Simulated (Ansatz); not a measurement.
# CO2 (I-42d) in Ansatz: settings compared

The runs below take CO2 through relaxation of cell and atoms, with PBE+D3(BJ), PBE+D4, PBEsol+D3(BJ).

Program: Ansatz 0.2.0. These are calculated values, not measurements. Logs are shortened: lines on timing, memory, paths and dates and some standing lists are left out, and cuts for length are marked.

### 1 The crystal as given

Symmetry: I-42d, No. 122, tetragonal system. Conventional cell: a = 3.949 Å, b = 3.949 Å, c = 6.028 Å, α = 90.00°, β = 90.00°, γ = 90.00°. O (site symmetry 2) is surrounded by 2 C at 1.40 Å. Around C (site symmetry -4) lie 4 O at 1.40 Å.

The cell comes from a database or a generator and needn't be the stable form of this composition.

### 2 Relaxation of cell and atoms, PBE+D3(BJ)

Input file input.yaml:

```yaml
crystal:
  lattice:
    - [-1.974727, 1.974727, 3.014058]
    - [1.974727, -1.974727, 3.014058]
    - [1.974727, 1.974727, -3.014058]
  atoms:
    - { symbol: O, position: [0.875, 0.959798, 0.584798] }
    - { symbol: O, position: [0.375, 0.290202, 0.415202] }
    - { symbol: O, position: [0.040202, 0.625, 0.915202] }
    - { symbol: O, position: [0.709798, 0.125, 0.084798] }
    - { symbol: C, position: [0.0, 0.0, 0.0] }
    - { symbol: C, position: [0.75, 0.25, 0.5] }
hamiltonian:
  xc: pbe
  pseudopotentials: { kind: paw }
  dispersion: d3bj
kpoints:
  mp_grid: { grid: [9, 9, 9] }
scf:
  occupations: { method: fermi_dirac, width: 0.05 }
output:
  forces: true
  stress: true
relax:
  f_tol: 0.01
  max_steps: 40
  cell: { stress_tol: 0.05 }
```

Potentials or basis: Ansatz PAW.

Command:

```console
ansatz run input.yaml --threads 2 --pin off --max-ram 5632MiB --backend cpu --events-out ev --progress --plain --runs-dir out
```

Log:

```text
Warning: RAYON_NUM_THREADS=2 ignored (pool sized by the plan → 2); use --threads N
Engine: ansatz 0.2.0, x86_64-unknown-linux-gnu
Pseudopotentials: kind: paw
Pseudopotential: O, paw, valence charge 6, recommended cutoff 420 eV (normal), O.paw.azcp
Pseudopotential: C, paw, valence charge 4, recommended cutoff 420 eV (normal), C.paw.azcp
Functional definition: PBE
  parameter kappa = 0.804
  parameter beta = 0.06672455060314922
  exchange = pbe_x(kappa = kappa, mu = beta*pi^2/3)
  correlation = pbe_c(beta = beta)
Crystal: 6 atoms, lattice volume = 47.014 Å³
Basis set: ecut = 420 eV, 919 PW (Γ), exchange–correlation on 60×60×60 points (8 copies of the dense FFT grid, shifted against one another)
Bands: 22, of which v1, the nominal top of the filled ones, is band 16 counted from 1 (15 counted from 0)
Symmetry: 8 space group operations
Space group: I-42d (ITA 122), of the structure as read, at distance tolerance 3.6e-5 Å
k-points: 75 of 729 (time reversal used)
Non-local potential: O, projectors of the file, l = 0: 2, l = 1: 2, l = 2: 1
Non-local potential: C, projectors of the file, l = 0: 2, l = 1: 2, l = 2: 1
PAW form: soft (Blöchl's): semilocal exchange-correlation on the pseudo side does not see the compensation charge
PAW one-centre angular grid: O, 110 points (default); XC on 64 Gauss nodes
PAW one-centre angular grid: C, 110 points (default); XC on 64 Gauss nodes
Initial density: superposition of atomic densities (neutral atoms: chi_scale 0, normalization atom), corrected by the library's trained network
Initial wavefunctions: pseudopotential atomic-orbital guess
Functional: x = pbe(κ = 0.804, μ = 0.2195149727645171), c = pbe(β = 0.06672455060314922)
SCF iter   1: F=—  HF=-2767.504509 eV  |F-HF|=—  |Δ(HF+E_count)|=         —  Δρ=5.86e-3  dr2=1.03e-2  ethr=1.77e-3  ⟨swp⟩=6.1  Hψ=7445  notcnv=0
preconditioner: auto → none  [insulator: Δε(μ)=7.770 eV  Ē_g=18.909 eV  σ=0.050 eV  W_gap=1.00  n_scr=14 (ndim 8)  ℏωp=30.6 eV  f_vac=0.039  D(μ)=0.00/eV (n_scr^D=0)  ε∞_Penn≈3.6]
SCF iter   2: F=—  HF=-2767.504729 eV  |F-HF|=—  |Δ(HF+E_count)|=   2.19e-4  Δρ=2.93e-3  dr2=1.50e-3  ethr=3.22e-5  ⟨swp⟩=2.1  Hψ=3453  notcnv=0  defer=149
SCF iter   3: F=—  HF=-2767.504841 eV  |F-HF|=—  |Δ(HF+E_count)|=   1.13e-4  Δρ=1.31e-3  dr2=1.71e-4  ethr=4.69e-6  ⟨swp⟩=2.2  Hψ=2515  notcnv=0  defer=149
SCF iter   4: F=—  HF=-2767.505130 eV  |F-HF|=—  |Δ(HF+E_count)|=   2.89e-4  Δρ=3.11e-4  dr2=1.02e-5  ethr=5.33e-7  ⟨swp⟩=3.0  Hψ=2900  notcnv=0  defer=149
SCF iter   5: F=—  HF=-2767.505151 eV  |F-HF|=—  |Δ(HF+E_count)|=   2.06e-5  Δρ=3.09e-5  dr2=1.25e-7  ethr=3.18e-8  ⟨swp⟩=2.7  Hψ=2829  notcnv=0  defer=149
SCF iter   6: F=-2767.505152 eV  HF=-2767.505152 eV  |F-HF|=1.88e-9  |Δ(HF+E_count)|=   4.13e-7  Δρ=2.28e-6  dr2=9.32e-10  ethr=3.13e-10  ⟨swp⟩=4.2  Hψ=5517  notcnv=0
SCF 1 converged in 6 iterations: F = -2767.505152 eV  dr2 = 9.32e-10
relax step   1: F+E_penalty+E_count = -2767.50515154 eV  Δ(F+E_penalty+E_count) = +0.000e0 eV  max|allowed force component| = 8.604e-3 eV/Å  Δτ_max = 0.0000 Å  P = -2.603 GPa  Ω = 47.014 Å³  (6 SCF iters, dr2 threshold 1.00e-7 eV, accepted)
Crystal: 6 atoms, lattice volume = 46.477 Å³
Basis set: ecut = 420 eV, 911 PW (Γ), exchange–correlation on 60×60×60 points (8 copies of the dense FFT grid, shifted against one another)
Initial density: handed on by an earlier stage of this run
Initial wavefunctions: those handed on with the density
iter 1 solved again at ethr=4.03e-6 eV; its pass at ethr=3.10e-3 eV (dr2=1.29e-3 eV) is discarded
SCF iter   1: F=—  HF=-2767.514985 eV  |F-HF|=—  |Δ(HF+E_count)|=         —  Δρ=2.61e-3  dr2=1.10e-3  ethr=4.03e-6  ⟨swp⟩=2.0  Hψ=9962  notcnv=0
preconditioner: auto → none  [insulator: Δε(μ)=7.731 eV  Ē_g=18.967 eV  σ=0.050 eV  W_gap=1.00  n_scr=14 (ndim 8)  ℏωp=30.8 eV  f_vac=0.034  D(μ)=0.00/eV (n_scr^D=0)  ε∞_Penn≈3.6]
SCF iter   2: F=—  HF=-2767.514826 eV  |F-HF|=—  |Δ(HF+E_count)|=   1.59e-4  Δρ=1.24e-3  dr2=1.90e-4  ethr=3.45e-6  ⟨swp⟩=1.7  Hψ=2056  notcnv=0
SCF iter   3: F=—  HF=-2767.514828 eV  |F-HF|=—  |Δ(HF+E_count)|=   2.71e-6  Δρ=1.53e-4  dr2=3.85e-6  ethr=5.93e-7  ⟨swp⟩=2.0  Hψ=2686  notcnv=0
SCF iter   4: F=—  HF=-2767.514829 eV  |F-HF|=—  |Δ(HF+E_count)|=   7.80e-7  Δρ=7.47e-5  dr2=1.62e-6  ethr=1.87e-9  ⟨swp⟩=5.0  Hψ=6316  notcnv=0
[... 25 lines left out ...]
preconditioner: auto → none  [insulator: Δε(μ)=7.737 eV  Ē_g=19.001 eV  σ=0.050 eV  W_gap=1.00  n_scr=14 (ndim 8)  ℏωp=30.9 eV  f_vac=0.035  D(μ)=0.00/eV (n_scr^D=0)  ε∞_Penn≈3.6]
SCF iter   2: F=—  HF=-2767.511886 eV  |F-HF|=—  |Δ(HF+E_count)|=   8.54e-7  Δρ=7.32e-5  dr2=3.57e-7  ethr=4.83e-9  ⟨swp⟩=2.9  Hψ=2828  notcnv=0
SCF iter   3: F=—  HF=-2767.511887 eV  |F-HF|=—  |Δ(HF+E_count)|=   7.99e-7  Δρ=2.32e-5  dr2=1.07e-7  ethr=1.12e-9  ⟨swp⟩=2.5  Hψ=2974  notcnv=0
SCF iter   4: F=—  HF=-2767.511887 eV  |F-HF|=—  |Δ(HF+E_count)|=   5.23e-9  Δρ=4.17e-6  dr2=2.43e-9  ethr=3.34e-10  ⟨swp⟩=2.0  Hψ=2588  notcnv=0
SCF iter   5: F=-2767.511887 eV  HF=-2767.511887 eV  |F-HF|=1.28e-10  |Δ(HF+E_count)|=   2.51e-9  Δρ=7.86e-7  dr2=5.99e-11  ethr=1.00e-12  ⟨swp⟩=3.6  Hψ=6969  notcnv=0
SCF 5 converged in 5 iterations: F = -2767.511887 eV  dr2 = 5.99e-11
relax step   5: F+E_penalty+E_count = -2767.51188666 eV  Δ(F+E_penalty+E_count) = +4.722e-3 eV  max|allowed force component| = 2.978e-4 eV/Å  Δτ_max = 0.0000 Å  P = -0.164 GPa  Ω = 46.316 Å³  stress off target by 2.28e-1 GPa  SCF on the basis re-selected at this cell (its energy is not comparable with the rows above)  (5 SCF iters)
basis re-selected at this cell: Δ(F+E_penalty+E_count) = +4.722e-3 eV, ΔP = -0.174 GPa vs the last step (what re-selecting the basis moved, of the pressure what is left beyond the Pulay correction that the steps carried, after the strain that the cell walked since its last selection, with what the two solves' SCF thresholds leave and, on support functions, any second-order correction that the steps lacked; it is no measure of the basis error at this ecutwfc). This SCF's stress stands 2.28e-1 GPa from its target on what of the cell is left free (relax.cell.stress_tol is 5.00e-2 GPa) and its largest allowed force component is 2.98e-4 eV/Å (relax.f_tol is 1.00e-2 eV/Å): not within both, so this SCF does not close the relaxation
Crystal: 6 atoms, lattice volume = 46.275 Å³
iter 1 solved again at ethr=2.54e-8 eV; its pass at ethr=3.10e-3 eV (dr2=8.11e-6 eV) is discarded
SCF iter   1: F=—  HF=-2767.512220 eV  |F-HF|=—  |Δ(HF+E_count)|=         —  Δρ=2.05e-4  dr2=6.96e-6  ethr=2.54e-8  ⟨swp⟩=2.1  Hψ=9711  notcnv=0
preconditioner: auto → none  [insulator: Δε(μ)=7.738 eV  Ē_g=19.008 eV  σ=0.050 eV  W_gap=1.00  n_scr=14 (ndim 8)  ℏωp=30.9 eV  f_vac=0.035  D(μ)=0.00/eV (n_scr^D=0)  ε∞_Penn≈3.6]
SCF iter   2: F=—  HF=-2767.512219 eV  |F-HF|=—  |Δ(HF+E_count)|=   1.26e-6  Δρ=9.66e-5  dr2=1.17e-6  ethr=2.17e-8  ⟨swp⟩=2.0  Hψ=2556  notcnv=0
SCF iter   3: F=-2767.512219 eV  HF=-2767.512219 eV  |F-HF|=1.96e-11  |Δ(HF+E_count)|=   2.26e-8  Δρ=1.20e-5  dr2=2.06e-8  ethr=4.07e-10  ⟨swp⟩=3.0  Hψ=6720  notcnv=0
SCF 6 converged in 3 iterations: F = -2767.512219 eV  dr2 = 2.06e-8
relax step   6: F+E_penalty+E_count = -2767.51221880 eV  Δ(F+E_penalty+E_count) = -3.321e-4 eV  max|allowed force component| = 3.043e-4 eV/Å  Δτ_max = 0.0004 Å  P = -0.010 GPa  Ω = 46.275 Å³  energy of the carried Pulay correction = +3.068e-4 eV  (3 SCF iters, dr2 threshold 1.30e-7 eV, accepted)
iter 1 solved again at ethr=2.22e-8 eV; its pass at ethr=3.10e-3 eV (dr2=7.10e-6 eV) is discarded
SCF iter   1: F=—  HF=-2767.511868 eV  |F-HF|=—  |Δ(HF+E_count)|=         —  Δρ=1.79e-5  dr2=2.98e-8  ethr=2.22e-8  ⟨swp⟩=3.1  Hψ=12505  notcnv=0
SCF iter   2: F=—  HF=-2767.511867 eV  |F-HF|=—  |Δ(HF+E_count)|=   1.17e-6  Δρ=8.78e-6  dr2=6.21e-9  ethr=9.30e-11  ⟨swp⟩=2.5  Hψ=2508  notcnv=0
SCF iter   3: F=—  HF=-2767.511867 eV  |F-HF|=—  |Δ(HF+E_count)|=   4.81e-9  Δρ=2.46e-6  dr2=1.91e-9  ethr=1.94e-11  ⟨swp⟩=2.1  Hψ=2529  notcnv=0
SCF iter   4: F=-2767.511867 eV  HF=-2767.511867 eV  |F-HF|=3.64e-12  |Δ(HF+E_count)|=  4.29e-10  Δρ=2.17e-7  dr2=8.67e-12  ethr=1.00e-12  ⟨swp⟩=3.5  Hψ=7063  notcnv=0
SCF 7 converged in 4 iterations: F = -2767.511867 eV  dr2 = 8.67e-12
relax step   7: F+E_penalty+E_count = -2767.51186678 eV  Δ(F+E_penalty+E_count) = +3.520e-4 eV  max|allowed force component| = 2.413e-4 eV/Å  Δτ_max = 0.0000 Å  P = -0.016 GPa  Ω = 46.275 Å³  stress off target by 1.95e-2 GPa  SCF on the basis re-selected at this cell (its energy is not comparable with the rows above)  (4 SCF iters)
basis re-selected at this cell: Δ(F+E_penalty+E_count) = +3.520e-4 eV, ΔP = -0.006 GPa vs the last step (what re-selecting the basis moved, of the pressure what is left beyond the Pulay correction that the steps carried, after the strain that the cell walked since its last selection, with what the two solves' SCF thresholds leave and, on support functions, any second-order correction that the steps lacked; it is no measure of the basis error at this ecutwfc). This SCF's stress stands 1.95e-2 GPa from its target on what of the cell is left free (relax.cell.stress_tol is 5.00e-2 GPa) and its largest allowed force component is 2.41e-4 eV/Å (relax.f_tol is 1.00e-2 eV/Å): within both
SCF converged after 4 iterations
Free energy (F): -2767.511867 eV
Harris-Foulkes:  -2767.511867 eV  (|F-HF|=3.64e-12)
Internal energy: -2767.511867 eV  (E = F + TS)
E sigma→0 (E₀):  -2767.511867 eV
Fermi energy:    9.106287 eV
--- Per-component energies (eV) ---
  E_band       = -109.746253
  E_kinetic    = 883.086287
  E_local      = -1748.833773  (includes V_loc(G=0)·N_el)
  E_nonlocal   = 244.334678
  E_hartree    = 580.383086
  E_xc         = -387.886751
  E_vxc        = -491.654635  (∫ρ·V_xc dr)
  E_paw        = -831.821285  (= ΣΔE_a)
  E_vpaw       = -157.455072  (= ΣTr[D̂ρ^β])
  E_aug_tail   = 0.010081  (compensation charges beyond the density's cutoff)
  E_ewald      = -1506.172004
  E_disp       = -0.612185  (pairwise vdW)
  E_smearing   = -0.000000  (= −TS)
  E_closure    = -0.000000  (closes the sum)
  Σ components = -2767.511867   (vs F -2767.511867, Δ=0.00e0)
--- Forces (eV/Å), atoms counted from 1 ---
  atom   1  O      0.00024135     0.00000000     0.00000000
  atom   2  O     -0.00024135     0.00000000    -0.00000000
  atom   3  O      0.00000000    -0.00024135    -0.00000000
  atom   4  O     -0.00000000     0.00024135     0.00000000
  atom   5  C     -0.00000000     0.00000000    -0.00000000
  atom   6  C     -0.00000000    -0.00000000    -0.00000000
  max |Σ_I F_I| component: 1.46e-16 eV/Å
--- Stress (GPa, compression-positive) ---
       -0.013684      -0.000000      -0.000000
       -0.000000      -0.013684      -0.000000
        0.000000      -0.000000      -0.019524
  P = ⅓ Tr σ = -0.0156 GPa (-0.156 kbar)
--- Relaxed structure (5 steps of the walk, 5 accepted, 2 SCFs on fresh bases) ---
  F+E_penalty+E_count = -2767.51186678 eV   max|allowed force component| = 2.413e-4 eV/Å   (the final SCF, on the basis selected at the relaxed cell)
  cell:  # Å, volume = 46.2749 Å³
    - [-1.968077912347459, 1.968077912347459, 2.9867618251710666]
    - [1.968077912347459, -1.968077912347459, 2.9867618251710666]
    - [1.968077912347459, 1.968077912347459, -2.9867618251710666]
  atoms:
    - { symbol: O, position: [0.875, 0.957866139062505, 0.582866139062505] }
    - { symbol: O, position: [0.375, 0.2921338609374951, 0.41713386093749516] }
    - { symbol: O, position: [0.04213386093749508, 0.6249999999999999, 0.917133860937495] }
    - { symbol: O, position: [0.707866139062505, 0.125, 0.0828661390625049] }
    - { symbol: C, position: [-1.1438312870647185e-20, -2.745195088955354e-20, -3.889026376020073e-20] }
    - { symbol: C, position: [0.7500000000000001, 0.24999999999999997, 0.5000000000000001] }
```

Wall time 9.6 s (2 threads of Intel Xeon 6975P-C (Granite Rapids), shared host); peak memory 0.42 GiB.

Results:

- Free energy: -2767.5119 eV
- Relaxed volume: 7.71 Å³/atom
- Relaxed cell: a = 4.083 Å, b = 4.083 Å, c = 4.083 Å, α = 122.36°, β = 122.36°, γ = 85.96°
- Space group after relaxing (to 0.05 Å): I-42d (No. 122)
- Energy gained by relaxing: 1.1 meV/atom
- Ionic steps: 7
- Pressure after relaxing: 0.0 GPa
- Band gap on the k mesh: 7.74 eV

Step by step:
```tsv
step	energy change (eV)	largest force (eV/Å)	volume (Å³)
1	0.0000	0.0086	47.01
2	-0.0097	0.0048	46.48
3	-0.0115	0.0000	46.31
4	-0.0115	0.0000	46.32
5	-0.0067	0.0003	46.32
6	-0.0071	0.0003	46.27
7	-0.0067	0.0002	46.27
```

Final structure:
```cif
data_structure
_symmetry_space_group_name_H-M 'P 1'
_symmetry_Int_Tables_number 1
_cell_length_a 4.0826
_cell_length_b 4.0826
_cell_length_c 4.0826
_cell_angle_alpha 122.359
_cell_angle_beta 122.359
_cell_angle_gamma 85.961
_cell_volume 46.27
loop_
_atom_site_label
_atom_site_type_symbol
_atom_site_fract_x
_atom_site_fract_y
_atom_site_fract_z
_atom_site_occupancy
O1 O 0.87500 0.95787 0.58287 1
O2 O 0.37500 0.29213 0.41713 1
O3 O 0.04213 0.62500 0.91713 1
O4 O 0.70787 0.12500 0.08287 1
C1 C 0.00000 0.00000 0.00000 1
C2 C 0.75000 0.25000 0.50000 1
```

Caveat: odd divisions of the mesh miss points on the zone boundary, where band edges often lie, so the gap on the mesh can be too wide; the plane-wave basis is chosen anew once the cell has moved, so the energies of steps on either side of that aren't comparable; the pressure holds a Pulay correction of +1.2 GPa for the finite cutoff. A k mesh can miss the band edges.

[end of part 1 of 2]
